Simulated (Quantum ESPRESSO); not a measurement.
# NaF (Villiaumite) under changes of volume

One of the cells (12.487 Å³/atom); the others are scaled copies at fixed shape and fractional positions:

```
CELL_PARAMETERS angstrom
0.00000 2.32000 2.32000
2.32000 0.00000 2.32000
2.32000 2.32000 0.00000
ATOMIC_POSITIONS crystal
Na 0.00000 0.00000 0.00000
F 0.50000 0.50000 0.50000
```

```yaml
Program: Quantum ESPRESSO 7.5
Functional: PBEsol
Potentials_or_basis: PseudoDojo 0.4.1 SR PBEsol standard
Cutoff: 1197 eV
Density_cutoff: 4789 eV
k_mesh: 10 × 10 × 10
Occupations: fermi-dirac, width 0.05 eV
Spin: no spin polarisation
```

```tsv
volume (Å³/atom)	energy over the lowest point (meV/atom)	pressure (GPa)	gap on the mesh (eV)
11.738	5.70	3.0	6.52
11.988	2.03	1.7	6.40
12.237	0.20	0.6	6.29
12.487	0.00	-0.4	6.18
12.737	?	?	?
12.987	3.84	-2.0	5.98
13.236	7.58	-2.8	5.89
```

**Question.** What does the run at 12.737 Å³/atom give?

**Answer.** Energy over the lowest point 1.27 meV/atom; pressure -1.3 GPa; gap on the mesh 6.08 eV.

Worked out: A Birch-Murnaghan fit of order 3 (a polynomial in V^(-2/3)) to the other rows has its minimum at 12.39 Å³/atom with B0 = V·E''(V) = 49 GPa and B' = 4.5. It gives 1.26 meV/atom at 12.737 Å³/atom, against the run's 1.27, and -dE/dV = -1.2 GPa, against -1.3. A straight line through the other rows of the gap, of slope -5.24 eV per unit of ln V (its deformation potential), gives 6.08 eV, against the run's 6.08.

Energies are extrapolated to zero smearing.

A mesh can miss the band edges.
